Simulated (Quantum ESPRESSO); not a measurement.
# Ce (Im-3m) in Quantum ESPRESSO: further runs, part 2 of 2

Quantum ESPRESSO 7.5. Earlier steps stand in the parts before.

## Step 3: Wannier functions, PBE, collinear spin, ferromagnetic start

Input file pw.in:

```
&CONTROL
  calculation = 'scf'
  prefix = 'pwscf'
  outdir = './tmp'
  pseudo_dir = './pseudo'
  tprnfor = .true.
  tstress = .true.
  disk_io = 'low'
/
&SYSTEM
  ibrav = 0
  nat = 1
  ntyp = 1
  ecutwfc = 55
  ecutrho = 440
  nbnd = 15
  occupations = 'smearing'
  smearing = 'fd'
  degauss = 0.00367493
  nspin = 2
  starting_magnetization(1) = 0.0833
/
&ELECTRONS
  conv_thr = 2d-10
  electron_maxstep = 120
  mixing_beta = 0.3
/
ATOMIC_SPECIES
Ce   140.1160 Ce.paw.z_12.atompaw.wentzcovitch.v1.2.upf
CELL_PARAMETERS angstrom
  -1.9432985503    1.9432985503    1.9432985503
   1.9432985503   -1.9432985503    1.9432985503
   1.9432985503    1.9432985503   -1.9432985503
ATOMIC_POSITIONS crystal
Ce     0.0000000000    0.0000000000    0.0000000000
K_POINTS automatic
8 8 8 0 0 0
```

Input file nscf.in:

```
&CONTROL
  calculation = 'nscf'
  prefix = 'pwscf'
  outdir = './tmp'
  pseudo_dir = './pseudo'
  disk_io = 'low'
/
&SYSTEM
  ibrav = 0
  nat = 1
  ntyp = 1
  ecutwfc = 55
  ecutrho = 440
  nbnd = 27
  occupations = 'smearing'
  smearing = 'fd'
  degauss = 0.00367493
  nspin = 2
  starting_magnetization(1) = 0.0833
  nosym = .true.
  noinv = .true.
/
&ELECTRONS
  conv_thr = 1d-09
  electron_maxstep = 120
  mixing_beta = 0.3
  diago_full_acc = .true.
/
ATOMIC_SPECIES
Ce   140.1160 Ce.paw.z_12.atompaw.wentzcovitch.v1.2.upf
CELL_PARAMETERS angstrom
  -1.9432985503    1.9432985503    1.9432985503
   1.9432985503   -1.9432985503    1.9432985503
   1.9432985503    1.9432985503   -1.9432985503
ATOMIC_POSITIONS crystal
Ce     0.0000000000    0.0000000000    0.0000000000
K_POINTS crystal
216
  0.00000000   0.00000000   0.00000000 4.62962963e-03
  0.00000000   0.00000000   0.16666667 4.62962963e-03
  0.00000000   0.00000000   0.33333333 4.62962963e-03
  0.00000000   0.00000000   0.50000000 4.62962963e-03
  0.00000000   0.00000000   0.66666667 4.62962963e-03
  0.00000000   0.00000000   0.83333333 4.62962963e-03
[... 208 lines left out ...]
  0.83333333   0.83333333   0.66666667 4.62962963e-03
  0.83333333   0.83333333   0.83333333 4.62962963e-03
```

Input file pw2wan_up.in:

```
&INPUTPP
  prefix = 'pwscf'
  outdir = './tmp'
  seedname = 'w_up'
  write_mmn = .true.
  write_amn = .true.
  spin_component = 'up'
  scdm_proj = .true.
  scdm_entanglement = 'erfc'
  scdm_mu = 16.18
  scdm_sigma = 2
/
```

Input file pw2wan_dn.in:

```
&INPUTPP
  prefix = 'pwscf'
  outdir = './tmp'
  seedname = 'w_dn'
  write_mmn = .true.
  write_amn = .true.
  spin_component = 'down'
  scdm_proj = .true.
  scdm_entanglement = 'erfc'
  scdm_mu = 16.18
  scdm_sigma = 1
/
```

Input file bands.in:

```
&CONTROL
  calculation = 'bands'
  prefix = 'pwscf'
  outdir = './tmp'
  pseudo_dir = './pseudo'
  disk_io = 'low'
/
&SYSTEM
  ibrav = 0
  nat = 1
  ntyp = 1
  ecutwfc = 55
  ecutrho = 440
  nbnd = 27
  occupations = 'smearing'
  smearing = 'fd'
  degauss = 0.00367493
  nspin = 2
  starting_magnetization(1) = 0.0833
/
&ELECTRONS
  conv_thr = 1d-08
  electron_maxstep = 120
  mixing_beta = 0.3
  diago_full_acc = .true.
/
ATOMIC_SPECIES
Ce   140.1160 Ce.paw.z_12.atompaw.wentzcovitch.v1.2.upf
CELL_PARAMETERS angstrom
  -1.9432985503    1.9432985503    1.9432985503
   1.9432985503   -1.9432985503    1.9432985503
   1.9432985503    1.9432985503   -1.9432985503
ATOMIC_POSITIONS crystal
Ce     0.0000000000    0.0000000000    0.0000000000
K_POINTS crystal
56
  0.00000000   0.00000000   0.00000000 1
  0.04166700  -0.04166700   0.04166700 1
  0.08333300  -0.08333300   0.08333300 1
  0.12500000  -0.12500000   0.12500000 1
  0.16666700  -0.16666700   0.16666700 1
  0.20833300  -0.20833300   0.20833300 1
[... 48 lines left out ...]
  0.04166700   0.04166700   0.45833300 1
  0.00000000   0.00000000   0.50000000 1
```

Input file w_up.win:

```
num_wann = 16
num_bands = 26
auto_projections = true
dis_num_iter = 0
num_iter = 400
conv_tol = 1.0d-9
conv_window = 4
num_print_cycles = 40
fermi_energy = 14.1836
bands_plot = true
write_hr = true
mp_grid = 6 6 6
exclude_bands = 1
spin = up
begin unit_cell_cart
ang
 -1.9432985503   1.9432985503   1.9432985503
  1.9432985503  -1.9432985503   1.9432985503
  1.9432985503   1.9432985503  -1.9432985503
end unit_cell_cart
begin atoms_frac
Ce   0.0000000000   0.0000000000   0.0000000000
end atoms_frac
begin kpoint_path
G   0.0000000000   0.0000000000   0.0000000000  H   0.5000000000  -0.5000000000   0.5000000000
H   0.5000000000  -0.5000000000   0.5000000000  N   0.0000000000   0.0000000000   0.5000000000
N   0.0000000000   0.0000000000   0.5000000000  G   0.0000000000   0.0000000000   0.0000000000
G   0.0000000000   0.0000000000   0.0000000000  P   0.2500000000   0.2500000000   0.2500000000
P   0.2500000000   0.2500000000   0.2500000000  H   0.5000000000  -0.5000000000   0.5000000000
P   0.2500000000   0.2500000000   0.2500000000  N   0.0000000000   0.0000000000   0.5000000000
end kpoint_path
bands_num_points = 12
begin kpoints
  0.00000000   0.00000000   0.00000000
  0.00000000   0.00000000   0.16666667
  0.00000000   0.00000000   0.33333333
  0.00000000   0.00000000   0.50000000
  0.00000000   0.00000000   0.66666667
  0.00000000   0.00000000   0.83333333
[... 208 lines left out ...]
  0.83333333   0.83333333   0.66666667
  0.83333333   0.83333333   0.83333333
end kpoints
```

Input file w_dn.win:

```
num_wann = 16
num_bands = 26
auto_projections = true
dis_num_iter = 0
num_iter = 400
conv_tol = 1.0d-9
conv_window = 4
num_print_cycles = 40
fermi_energy = 14.1836
bands_plot = true
write_hr = true
mp_grid = 6 6 6
exclude_bands = 1
spin = down
begin unit_cell_cart
ang
 -1.9432985503   1.9432985503   1.9432985503
  1.9432985503  -1.9432985503   1.9432985503
  1.9432985503   1.9432985503  -1.9432985503
end unit_cell_cart
begin atoms_frac
Ce   0.0000000000   0.0000000000   0.0000000000
end atoms_frac
begin kpoint_path
G   0.0000000000   0.0000000000   0.0000000000  H   0.5000000000  -0.5000000000   0.5000000000
H   0.5000000000  -0.5000000000   0.5000000000  N   0.0000000000   0.0000000000   0.5000000000
N   0.0000000000   0.0000000000   0.5000000000  G   0.0000000000   0.0000000000   0.0000000000
G   0.0000000000   0.0000000000   0.0000000000  P   0.2500000000   0.2500000000   0.2500000000
P   0.2500000000   0.2500000000   0.2500000000  H   0.5000000000  -0.5000000000   0.5000000000
P   0.2500000000   0.2500000000   0.2500000000  N   0.0000000000   0.0000000000   0.5000000000
end kpoint_path
bands_num_points = 12
begin kpoints
  0.00000000   0.00000000   0.00000000
  0.00000000   0.00000000   0.16666667
  0.00000000   0.00000000   0.33333333
  0.00000000   0.00000000   0.50000000
  0.00000000   0.00000000   0.66666667
  0.00000000   0.00000000   0.83333333
[... 208 lines left out ...]
  0.83333333   0.83333333   0.66666667
  0.83333333   0.83333333   0.83333333
end kpoints
```

Potentials or basis: SSSP 1.3 efficiency PBE.

Started as:

```bash
$ OMP_NUM_THREADS=1 pw.x -in pw.in > pw.out
$ OMP_NUM_THREADS=1 pw.x -in nscf.in > nscf.out
$ wannier90.x -pp w_up
$ OMP_NUM_THREADS=1 pw2wannier90.x -in pw2wan_up.in > pw2wan_up.out
$ wannier90.x w_up
$ wannier90.x -pp w_dn
$ OMP_NUM_THREADS=1 pw2wannier90.x -in pw2wan_dn.in > pw2wan_dn.out
$ wannier90.x w_dn
$ OMP_NUM_THREADS=1 pw.x -in bands.in > bands.out
```

pw.out:

```text
This program is part of the open-source Quantum ESPRESSO suite
     for quantum simulation of materials; please cite
         "P. Giannozzi et al., J. Phys.:Condens. Matter 21 395502 (2009);
         "P. Giannozzi et al., J. Phys.:Condens. Matter 29 465901 (2017);
         "P. Giannozzi et al., J. Chem. Phys. 152 154105 (2020);
     in publications or presentations arising from this work. More details at

     file Ce.paw.z_12.atompaw.wentzcovitch.v1.2.upf: wavefunction(s)  6S 0P 5D 0D 4F 0F renormalized
     Message from routine setup:
     using ibrav=0 with symmetry is DISCOURAGED, use correct ibrav instead

     G-vector sticks info
     --------------------
     sticks:   dense  smooth     PW     G-vecs:    dense   smooth      PW
     Sum        1339     661    241                30885    10889    2347

     Using Slab Decomposition

     bravais-lattice index     =            0
     lattice parameter (alat)  =       6.3606  a.u.
     unit-cell volume          =     198.0958 (a.u.)^3
     number of atoms/cell      =            1
     number of atomic types    =            1
[... 665 lines left out ...]
   -19.6850  -3.3482  -3.3482  -3.3482  11.8941  11.8941  14.5985  14.8385
    14.8385  14.8385  15.3216  15.3216  15.3216  21.8589  21.8589

     the Fermi energy is    14.1836 ev

!    total energy              =    -482.02373911 Ry
     total all-electron energy =      -482.023739 Ry
     estimated scf accuracy    <          1.1E-10 Ry
     smearing contrib. (-TS)   =      -0.00305097 Ry
     internal energy E=F+TS    =    -482.02068814 Ry

     The total energy is F=E-TS. E is the sum of the following terms:
     one-electron contribution =      -1.08198983 Ry
     hartree contribution      =       9.06616991 Ry
     xc contribution           =     -13.81106383 Ry
     ewald contribution        =     -71.35164963 Ry
     one-center paw contrib.   =    -404.84215477 Ry

     total magnetization       =     0.58 Bohr mag/cell
     absolute magnetization    =     0.58 Bohr mag/cell

     convergence has been achieved in  27 iterations

     Forces acting on atoms (cartesian axes, Ry/au):

     atom    1 type  1   force =     0.00000000    0.00000000    0.00000000

     Total force =     0.000000     Total SCF correction =     0.000000

     Computing stress (Cartesian axis) and pressure

          total   stress  (Ry/bohr**3)                   (kbar)     P=      -12.84
  -0.00008731  -0.00000000  -0.00000000          -12.84       -0.00       -0.00
  -0.00000000  -0.00008731  -0.00000000           -0.00      -12.84       -0.00
  -0.00000000   0.00000000  -0.00008731           -0.00        0.00      -12.84

=------------------------------------------------------------------------------=
   JOB DONE.
=------------------------------------------------------------------------------=
```

nscf.out:

```text
This program is part of the open-source Quantum ESPRESSO suite
     for quantum simulation of materials; please cite
         "P. Giannozzi et al., J. Phys.:Condens. Matter 21 395502 (2009);
         "P. Giannozzi et al., J. Phys.:Condens. Matter 29 465901 (2017);
         "P. Giannozzi et al., J. Chem. Phys. 152 154105 (2020);
     in publications or presentations arising from this work. More details at

[... 87 lines left out ...]

     Number of k-points >= 100: set verbosity='high' to print the bands.

     the Fermi energy is    14.1772 ev
     (compare with:    14.1836 eV, computed in scf)

=------------------------------------------------------------------------------=
   JOB DONE.
=------------------------------------------------------------------------------=
```

It took 7.5 min on 1 thread of Arm Neoverse V1, shared host; peak memory 0.34 GiB.

What came out:

```yaml
Free_energy: -6558.2671 eV
Pressure: -1.3 GPa
Band_gap_on_the_k_mesh: none (metal or under the smearing width)
Net_moment: 0.58 μB per cell
Absolute_moment: 0.58 μB per cell
Site_moments: Ce +0.51 μB
Valence_electrons_inside_the_program's_atomic_spheres: Ce 10.12
Total_Wannier_spread: 47.78 Å² over 32 functions
RMS_miss_of_the_Wannier_bands: 0.049 eV
```

Levels at the corners of the path, in eV from the Fermi level:
Spin up:
```tsv
point	band 3	band 4	band 5	band 6	band 7	band 8	band 9	band 10
Γ	-16.29	-16.29	-3.11	-0.04	-0.04	-0.04	0.78	0.78
H	-17.73	-17.73	-2.43	-2.43	0.21	0.43	0.43	0.43
N	-16.96	-16.33	-2.11	-0.37	0.04	0.26	0.43	0.54
Γ	-16.29	-16.29	-3.11	-0.04	-0.04	-0.04	0.78	0.78
P	-17.46	-17.46	0.43	0.43	0.43	0.45	0.51	0.51
H	-17.73	-17.73	-2.43	-2.43	0.21	0.43	0.43	0.43
P	-17.46	-17.46	0.43	0.43	0.43	0.45	0.51	0.51
N	-16.96	-16.33	-2.11	-0.37	0.04	0.26	0.43	0.54
```
Spin down:
```csv
point,band 2,band 3,band 4,band 5,band 6,band 7,band 8,band 9
Γ,-16.09,-16.09,-16.09,-2.93,0.35,0.35,0.35,1.02
H,-17.53,-17.53,-17.53,-2.29,-2.29,0.41,0.65,0.65
N,-18.26,-16.76,-16.13,-1.94,-0.18,0.37,0.52,0.64
Γ,-16.09,-16.09,-16.09,-2.93,0.35,0.35,0.35,1.02
P,-17.26,-17.26,-17.26,0.65,0.65,0.65,0.66,0.91
H,-17.53,-17.53,-17.53,-2.29,-2.29,0.41,0.65,0.65
P,-17.26,-17.26,-17.26,0.65,0.65,0.65,0.66,0.91
N,-18.26,-16.76,-16.13,-1.94,-0.18,0.37,0.52,0.64
```

Spin up: Wannier functions:
| function | nearest atom | distance (Å) | spread (Å²) | on-site energy from the reference level (eV) |
| --- | --- | --- | --- | --- |
| 1 | 1 Ce | 0.84 | 2.40 | -0.26 |
| 2 | 1 Ce | 0.78 | 2.17 | -0.81 |
| 3 | 1 Ce | 1.73 | 4.75 | 2.36 |
| 4 | 1 Ce | 0.56 | 1.78 | -1.86 |
| 5 | 1 Ce | 0.50 | 1.23 | -3.73 |
| 6 | 1 Ce | 0.46 | 1.17 | -2.09 |
| 7 | 1 Ce | 0.49 | 1.11 | -3.62 |
| 8 | 1 Ce | 0.02 | 0.48 | 0.41 |
| 9 | 1 Ce | 0.20 | 0.69 | -1.19 |
| 10 | 1 Ce | 0.05 | 0.57 | -0.85 |
| 11 | 1 Ce | 0.51 | 1.64 | -3.24 |
| 12 | 1 Ce | 0.16 | 0.66 | -1.78 |
| 13 | 1 Ce | 0.40 | 1.31 | -3.68 |
| 14 | 1 Ce | 0.37 | 1.25 | -3.98 |
| 15 | 1 Ce | 0.45 | 1.26 | -3.39 |
| 16 | 1 Ce | 0.46 | 1.13 | -1.55 |
Spin down: Wannier functions:
```
function  nearest atom  distance (Å)  spread (Å²)  on-site energy from the reference level (eV)
       1          1 Ce          0.48         1.29                                         -2.67
       2          1 Ce          0.48         2.02                                         -0.71
       3          1 Ce          0.36         1.18                                         -3.76
       4          1 Ce          0.47         1.46                                         -0.80
       5          1 Ce          0.45         1.20                                         -1.81
       6          1 Ce          0.24         0.72                                         -2.47
       7          1 Ce          0.49         1.26                                         -2.21
       8          1 Ce          0.36         1.00                                         -1.55
       9          1 Ce          0.30         0.89                                         -1.62
      10          1 Ce          0.37         1.17                                         -2.61
      11          1 Ce          0.37         1.05                                         -0.55
      12          1 Ce          0.41         1.26                                         -2.11
      13          1 Ce          0.49         1.49                                         -2.48
      14          1 Ce          1.81         5.55                                          2.83
      15          1 Ce          0.51         1.23                                         -1.38
      16          1 Ce          0.44         1.38                                         -1.65
```

Parts of the spread (Å²): spin up: invariant 15.27, diagonal 0.506, off-diagonal 7.83, total 23.61; spin down: invariant 15.27, diagonal 0.703, off-diagonal 8.20, total 24.17. Against the direct bands the interpolation misses by 49 meV (root mean square) and 435 meV at most, for states up to 1 eV over the reference level.

Caveat: the magnetic or orbital state may not be the lowest; spin-orbit coupling is left out, which moves the levels of the heavy elements.
